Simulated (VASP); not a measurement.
## Ta3HC4: single point with PBEsol

Ta3HC4, a slab with vacuum:

```
C Ta H
1.0
     3.13930    0.00000    0.00000
    -1.56965    2.71872    0.00000
     0.00000    0.00000   26.68969
C Ta H
4 3 1
Direct
  0.33333 0.66667 0.31848
  0.00000 0.00000 0.41451
  0.66519 0.33038 0.51046
  0.33028 0.66056 0.60354
  0.66667 0.33333 0.36649
  0.33495 0.66990 0.46184
  0.99271 0.98542 0.56108
  0.82736 0.65471 0.62357
```

```
Program             : VASP 6.6.1
Task                : single point
Functional          : PBEsol
Potentials or basis : VASP PAW PBE potentials, release 64 (C, Ta_pv, H)
Cutoff              : 520 eV
k mesh              : 9 × 9 × 1
Occupations         : gaussian, width 0.1 eV
Spin                : no spin polarisation
```

* Largest force: 3.355 eV/Å
* Band gap on the k mesh: none (metal or under the smearing width)

Forces in eV/Å, atoms in the order of the input:
```
C    0.000 -0.007  3.005
C    0.000  0.010  0.288
C    0.000  0.007  0.001
C    0.000 -0.005  0.054
Ta   0.000 -0.010 -3.355
Ta   0.000  0.002  0.004
Ta   0.000  0.001  0.001
H    0.000  0.000  0.002
```

Levels at points of the mesh, in eV from the Fermi level:
| k point | band 23 | band 24 | band 25 | band 26 | band 27 | band 28 |
| --- | --- | --- | --- | --- | --- | --- |
| (0.00, 0.00, 0.00) | -0.46 | -0.20 | -0.11 | 0.44 | 0.66 | 0.95 |

It took 7.8 min on 1 thread of Intel(R) Xeon(R) Platinum 8488C (Sapphire Rapids) (shared host), peak memory 0.44 GiB.

Caveat: the PAW data sets were made with another functional, which shifts forces and pressure a little. Spin-orbit coupling is left out, which matters for the levels of Ta.
